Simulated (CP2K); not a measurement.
# Si (C2/m) in CP2K: convergence with eps scf

Aim: find how far eps scf must go before the results for Si settle, at PBEsol. This setting moves, with any that are tied to it; all else stays.

Everything below comes from runs of CP2K 2026.2. Logs are shortened: lines on timing, memory, paths and dates and some standing lists are left out, and cuts for length are marked.

## Step 1: The cell of the first run

The typed cell holds 2 atoms: a = 3.849 Å, b = 3.849 Å, c = 3.849 Å, α = 60.00°, β = 60.00°, γ = 60.00°.

The cell isn't the ideal one: atoms moved at random, drawn with an rms of 0.1 Å.

## Step 2: With eps scf 1.0E-3

Contents of si_converge.inp:

```
&GLOBAL
  PROJECT si_converge
  RUN_TYPE ENERGY_FORCE
  PRINT_LEVEL LOW
&END GLOBAL
&FORCE_EVAL
  METHOD QS
  STRESS_TENSOR ANALYTICAL
  &DFT
    BASIS_SET_FILE_NAME BASIS_MOLOPT_UZH
    POTENTIAL_FILE_NAME POTENTIAL_UZH
    &MGRID
      CUTOFF 450
      REL_CUTOFF 60
      NGRIDS 4
    &END MGRID
    &QS
      METHOD GPW
      EPS_DEFAULT 1.0E-9
    &END QS
    &KPOINTS
      SCHEME MONKHORST-PACK 7 7 7
      GAMMA_CENTERED T
      SYMMETRY T
      SYMMETRY_BACKEND SPGLIB
    &END KPOINTS
    &SCF
      SCF_GUESS ATOMIC
      EPS_SCF 1.0E-3
      MAX_SCF 100
      ADDED_MOS 10
      CHOLESKY OFF
      EPS_EIGVAL 1.0E-7
      &DIAGONALIZATION ON
        ALGORITHM STANDARD
      &END DIAGONALIZATION
      &MIXING ON
        METHOD BROYDEN_MIXING
        ALPHA 0.4
        BETA 1.5
        NBUFFER 8
      &END MIXING
      &SMEAR ON
        METHOD FERMI_DIRAC
        ELECTRONIC_TEMPERATURE [K] 580.226
      &END SMEAR
    &END SCF
    &XC
      &XC_FUNCTIONAL
        &GGA_X_PBE_SOL
        &END GGA_X_PBE_SOL
        &GGA_C_PBE_SOL
        &END GGA_C_PBE_SOL
      &END XC_FUNCTIONAL
    &END XC
    &PRINT
      &KPOINTS ON
      &END KPOINTS
      &MULLIKEN ON
      &END MULLIKEN
      &MO ON
        ENERGIES T
        OCCUPATION_NUMBERS T
        &EACH
          QS_SCF 0
        &END EACH
        ADD_LAST NUMERIC
      &END MO
    &END PRINT
  &END DFT
  &SUBSYS
    &CELL
      ABC 3.8492788627 3.8492788628 3.8492788627
      ALPHA_BETA_GAMMA 59.9999999993 59.9999999992 59.9999999997
      PERIODIC XYZ
    &END CELL
    &COORD
      SCALED
      Si  0.4862000000 0.5376000000 0.4665300000
      Si  0.7340580000 0.7975220000 0.7264510000
    &END COORD
    &KIND Si
      BASIS_SET DZVP-MOLOPT-PBE-GTH-q4
      POTENTIAL GTH-PBE-q4
    &END KIND
    &PRINT
      &ATOMIC_COORDINATES ON
      &END ATOMIC_COORDINATES
      &CELL ON
      &END CELL
      &SYMMETRY ON
      &END SYMMETRY
    &END PRINT
  &END SUBSYS
  &PRINT
    &FORCES ON
    &END FORCES
    &STRESS_TENSOR ON
    &END STRESS_TENSOR
  &END PRINT
&END FORCE_EVAL
```

Potentials or basis: POTENTIAL_UZH Si GTH-PBE-q4; DZVP-MOLOPT-PBE-GTH basis.

Command:

```sh
> OMP_NUM_THREADS=1 cp2k.psmp -i si_converge.inp -o si_converge.out
```

si_converge.out:

```text

 CP2K| version string:                                       CP2K version 2026.2
 CP2K| Input file name                                           si_converge.inp

 GLOBAL| Force Environment number                                              1
 GLOBAL| Basis set file name                                    BASIS_MOLOPT_UZH
 GLOBAL| Potential file name                                       POTENTIAL_UZH
 GLOBAL| MM Potential file name                                     MM_POTENTIAL
 GLOBAL| Coordinate file name                                      __STD_INPUT__
 GLOBAL| Method name                                                        CP2K
 GLOBAL| Project name                                                si_converge
 GLOBAL| Run type                                                   ENERGY_FORCE
 GLOBAL| FFT library                                                       FFTW3
[... 8 lines left out ...]
 GLOBAL| CPU model name                                                  UNKNOWN

 CELL| Volume [angstrom^3]:                                            40.329527
 CELL| Vector a [angstrom]:       3.849     0.000     0.000   |a| =     3.849279
 CELL| Vector b [angstrom]:       1.925     3.334     0.000   |b| =     3.849279
 CELL| Vector c [angstrom]:       1.925     1.111     3.143   |c| =     3.849279
 CELL| Angle (b,c), alpha [degree]:                                    60.000000
 CELL| Angle (a,c), beta  [degree]:                                    60.000000
 CELL| Angle (a,b), gamma [degree]:                                    60.000000
 CELL| Numerically orthorhombic:                                              NO
 CELL| Periodicity                                                           XYZ

 CELL_REF| Volume [angstrom^3]:                                        40.329527
 CELL_REF| Vector a [angstrom     3.849     0.000     0.000   |a| =     3.849279
 CELL_REF| Vector b [angstrom     1.925     3.334     0.000   |b| =     3.849279
 CELL_REF| Vector c [angstrom     1.925     1.111     3.143   |c| =     3.849279
 CELL_REF| Angle (b,c), alpha [degree]:                                60.000000
 CELL_REF| Angle (a,c), beta  [degree]:                                60.000000
 CELL_REF| Angle (a,b), gamma [degree]:                                60.000000
 CELL_REF| Numerically orthorhombic:                                          NO
 CELL_REF| Periodicity                                                       XYZ
[... 9 lines left out ...]
 TOTAL NUMBERS AND MAXIMUM NUMBERS

  Total number of            - Atomic kinds:                                   1
                             - Atoms:                                          2
                             - Shell sets:                                     2
                             - Shells:                                        10
                             - Primitive Cartesian functions:                  8
                             - Cartesian basis functions:                     28
                             - Spherical basis functions:                     26

  Maximum angular momentum of- Orbital basis functions:                        2
                             - Local part of the GTH pseudopotential:          0
                             - Non-local part of the GTH pseudopotential:      2

 MODULE QUICKSTEP: ATOMIC COORDINATES IN ANGSTROM

   Atom Kind Element         X             Y             Z       Z(eff)     Mass
      1    1 Si   14      3.804108      2.310533      1.466268   4.0000  28.0855
      2    1 Si   14      5.758692      3.465824      2.283180   4.0000  28.0855

 Crystal Symmetry Information
       International Symbol:                                                C2/m
       Point Group Symbol:                                                   2/m
       Schoenflies Symbol:                                                 C2h^3
       Number of Symmetry Operations:                                          4

 SCF PARAMETERS         Density guess:                                    ATOMIC
[... 76 lines left out ...]
 [... further k-points ...]
 *******************************************************************************

 Extrapolation method: initial_guess

 Number of electrons:                                                          8
 Number of occupied orbitals:                                                  4
 Number of molecular orbitals:                                                14

 Number of orbital functions:                                                 26
 Number of independent orbital functions:                                     26

 SCF WAVEFUNCTION OPTIMIZATION

  Step     Update method      Time    Convergence         Total energy    Change
  ------------------------------------------------------------------------------
     1 NoMix/Diag. 0.40E+00    1.7     0.56364845        -7.9617128220 -7.96E+00
     2 Broy./Diag. 0.40E+00    1.9     0.00235235        -7.8932618438  6.85E-02
     3 Broy./Diag. 0.40E+00    1.9     0.00840393        -7.7783032093  1.15E-01
     4 Broy./Diag. 0.40E+00    1.9     0.00205134        -7.8178383089 -3.95E-02
     5 Broy./Diag. 0.40E+00    1.9     0.00205608        -7.8350810076 -1.72E-02
     6 Broy./Diag. 0.40E+00    1.9     0.00087910        -7.8487300288 -1.36E-02

  *** SCF run converged in     6 steps ***

  Electronic density on regular grids:         -7.9999999999        0.0000000001
  Core density on regular grids:                7.9999999863       -0.0000000137
  Total charge density on r-space grids:       -0.0000000136
  Total charge density g-space grids:          -0.0000000136

  Overlap energy of the core charge distribution:               0.00000000001489
  Self energy of the core charge distribution:                -20.51679512182016
  Core Hamiltonian energy:                                      4.32808724608442
  Hartree energy:                                              10.72965702246866
  Exchange-correlation energy:                                 -2.38966502477426
  Electronic entropic energy:                                  -0.00001425695021
  Fermi energy:                                                 0.20912717861699

  Total energy:                                                -7.84873002879122
  Total energy (extrapolated to T->0):                         -7.84872290031612

 MO| EIGENVALUES AND OCCUPATION NUMBERS FOR K POINT 1
 MO|
 MO|  Index      Eigenvalue [a.u.]        Eigenvalue [eV]             Occupation
 MO|      1              -0.172743              -4.700579               2.000000
 MO|      2              -0.042996              -1.169968               2.000000
 MO|      3               0.145111               3.948661               2.000000
 MO|      4               0.151622               4.125838               2.000000
 MO|      5               0.247377               6.731466               0.000000
 MO|      6               0.316850               8.621917               0.000000
 MO|      7               0.325343               8.853044               0.000000
 MO|      8               0.572794              15.586522               0.000000
 MO|      9               0.605501              16.476525               0.000000
 MO|     10               0.608292              16.552461               0.000000
 MO|     11               0.676161              18.399264               0.000000
 MO|     12               0.726930              19.780784               0.000000
 MO|     13               0.733913              19.970796               0.000000
[... 261 lines left out ...]
 MO|      4               0.107033               2.912513               2.000000
 MO|      5               0.308457               8.393551               0.000000
 MO|      6               0.325565               8.859081               0.000000
 MO|      7               0.417221              11.353174               0.000000
 MO|      8               0.438835              11.941296               0.000000
 MO|      9               0.530265              14.429233               0.000000
 MO|     10               0.610777              16.620097               0.000000
 MO|     11               0.729406              19.848154               0.000000
 MO|     12               0.787855              21.438614               0.000000
 MO|     13               0.878944              23.917286               0.000000
 MO|     14               0.897657              24.426479               0.000000
 MO| Sum:                                                               8.000000
 MO| E(Fermi):            0.209127 a.u.          5.690640 eV
 MO| Band gap:            0.201424 a.u.          5.481037 eV

 [... the levels of further k-points ...]

 !-----------------------------------------------------------------------------!
                     Mulliken Population Analysis

 #  Atom  Element  Kind  Atomic population                           Net charge
       1     Si       1          4.000000                             -0.000000
       2     Si       1          4.000000                              0.000000
 # Total charge                              8.000000                 -0.000000

 !-----------------------------------------------------------------------------!

 ENERGY| Total FORCE_EVAL ( QS ) energy [hartree]             -7.851929795182626

 FORCES| Atomic forces [hartree/bohr]
 FORCES|   Atom     x               y               z               |f|
 FORCES|      1  6.87938842E-03  1.14916951E-02  8.12513366E-03   1.56653388E-02
 FORCES|      2 -6.87938468E-03 -1.14916973E-02 -8.12513827E-03   1.56653411E-02
 FORCES| Sum     3.74377079E-09 -2.16513039E-09 -4.61847985E-09
 FORCES| Total atomic force                                       6.32723995E-09

 STRESS| Analytical stress tensor [bar]
 STRESS|                        x                   y                   z
 STRESS|      x       -1.46132493563E+04  -8.50480546043E+03  -6.01375953720E+03
 STRESS|      y       -8.50480546043E+03   1.19965700959E+04  -1.05409146136E+04
 STRESS|      z       -6.01375953720E+03  -1.05409146136E+04   1.94478539944E+04
 STRESS| 1/3 Trace                                             5.61039157797E+03
 STRESS| Determinant                                          -4.70449473534E+12

 STRESS| Eigenvectors and eigenvalues of the analytical stress tensor [bar]
 STRESS|                        1                   2                   3
 STRESS| Eigenvalues  -1.91857736955E+04   9.11478607142E+03   2.69021623580E+04
 STRESS|      x           0.915658177348     -0.401957836150      0.000014612551
 STRESS|      y           0.328192246293      0.747599498809     -0.577394872555
 STRESS|      z           0.232077469241      0.528701132340      0.816465039627
```

Wall time 15 s (1 thread of Arm Neoverse V1, shared host); peak memory 0.25 GiB.

Results:

| Quantity | Value |
| --- | --- |
| Free energy | -213.6619 eV |
| Pressure | 0.6 GPa |
| Largest force | 0.806 eV/Å |
| Band gap on the k mesh | 0.23 eV, indirect (least direct gap 1.97 eV) |

## Step 3: With eps scf 1.0E-4

si_converge.inp, as its differences from that of step 2:

```diff
@@ -28,3 +28,3 @@
       SCF_GUESS ATOMIC
-      EPS_SCF 1.0E-3
+      EPS_SCF 1.0E-4
       MAX_SCF 100
```

Potentials or basis: POTENTIAL_UZH Si GTH-PBE-q4; DZVP-MOLOPT-PBE-GTH basis.

Command:

```sh
> OMP_NUM_THREADS=1 cp2k.psmp -i si_converge.inp -o si_converge.out
```

Wall time 17 s (1 thread of Arm Neoverse V1, shared host); peak memory 0.26 GiB.

What came out:

- Free energy: -213.6619 eV
- Pressure: 0.6 GPa
- Largest force: 0.805 eV/Å
- Band gap on the k mesh: 0.23 eV, indirect (least direct gap 1.97 eV)

## Step 4: With eps scf 1.0E-5

si_converge.inp, as its differences from that of step 3:

```diff
@@ -28,3 +28,3 @@
       SCF_GUESS ATOMIC
-      EPS_SCF 1.0E-4
+      EPS_SCF 1.0E-5
       MAX_SCF 100
```

Command:

```sh
> OMP_NUM_THREADS=1 cp2k.psmp -i si_converge.inp -o si_converge.out
```

Run time: 21 s. Hardware: 1 thread of Arm Neoverse V1, shared host; peak memory 0.26 GiB.

Results:

```yaml
Free_energy: -213.6619 eV
Pressure: 0.6 GPa
Largest_force: 0.805 eV/Å
Band_gap_on_the_k_mesh: 0.23 eV, indirect (least direct gap 1.97 eV)
```

## Step 5: With eps scf 1.0E-6

si_converge.inp, as its differences from that of step 4:

```diff
@@ -28,3 +28,3 @@
       SCF_GUESS ATOMIC
-      EPS_SCF 1.0E-5
+      EPS_SCF 1.0E-6
       MAX_SCF 100
```

Command:

```sh
> OMP_NUM_THREADS=1 cp2k.psmp -i si_converge.inp -o si_converge.out
```

Wall time 25 s (1 thread of Arm Neoverse V1, shared host); peak memory 0.26 GiB.

Results (log left out):

```
Free energy            : -213.6619 eV
Pressure               : 0.6 GPa
Largest force          : 0.805 eV/Å
Band gap on the k mesh : 0.23 eV, indirect (least direct gap 1.97 eV)
```

## Step 6: With eps scf 1.0E-7

si_converge.inp, as its differences from that of step 5:

```diff
@@ -28,3 +28,3 @@
       SCF_GUESS ATOMIC
-      EPS_SCF 1.0E-6
+      EPS_SCF 1.0E-7
       MAX_SCF 100
```

Potentials or basis: POTENTIAL_UZH Si GTH-PBE-q4; DZVP-MOLOPT-PBE-GTH basis.

Command:

```sh
> OMP_NUM_THREADS=1 cp2k.psmp -i si_converge.inp -o si_converge.out
```

Wall time 28 s (1 thread of Arm Neoverse V1, shared host); peak memory 0.26 GiB.

It converged, with:

```yaml
Free_energy: -213.6619 eV
Pressure: 0.6 GPa
Largest_force: 0.805 eV/Å
Band_gap_on_the_k_mesh: 0.23 eV, indirect (least direct gap 1.97 eV)
```

## Step 7: With eps scf 1.0E-8

si_converge.inp, as its differences from that of step 6:

```diff
@@ -28,3 +28,3 @@
       SCF_GUESS ATOMIC
-      EPS_SCF 1.0E-7
+      EPS_SCF 1.0E-8
       MAX_SCF 100
```

Command:

```sh
> OMP_NUM_THREADS=1 cp2k.psmp -i si_converge.inp -o si_converge.out
```

Wall time 31 s (1 thread of Arm Neoverse V1, shared host); peak memory 0.26 GiB.

The run converged. Its results:

```
Free energy            : -213.6619 eV
Pressure               : 0.6 GPa
Largest force          : 0.805 eV/Å
Band gap on the k mesh : 0.23 eV, indirect (least direct gap 1.97 eV)
```

## Step 8: Result

| eps scf | energy less the tightest run, at zero smearing (meV/atom) | SCF cycles | CPU time (s) | peak memory (GiB) |
| --- | --- | --- | --- | --- |
| 1.0E-3 | 0.00 | 6 | 15 | 0.25 |
| 1.0E-4 | 0.00 | 7 | 17 | 0.26 |
| 1.0E-5 | 0.00 | 9 | 21 | 0.26 |
| 1.0E-6 | 0.00 | 11 | 25 | 0.26 |
| 1.0E-7 | 0.00 | 13 | 28 | 0.26 |
| 1.0E-8 | 0.00 | 14 | 31 | 0.26 |

Against the tightest run, the energy stays within 1 meV/atom from 1.0E-3 on. The tightest run that finished is the yardstick and may itself not be fully converged.

Caveats: the potentials were made for another functional, which shifts forces and pressure; an odd mesh through Γ misses points on the zone boundary, where band edges often lie; the basis of atomic orbitals isn't converged, which shifts pressures, moduli and gaps.
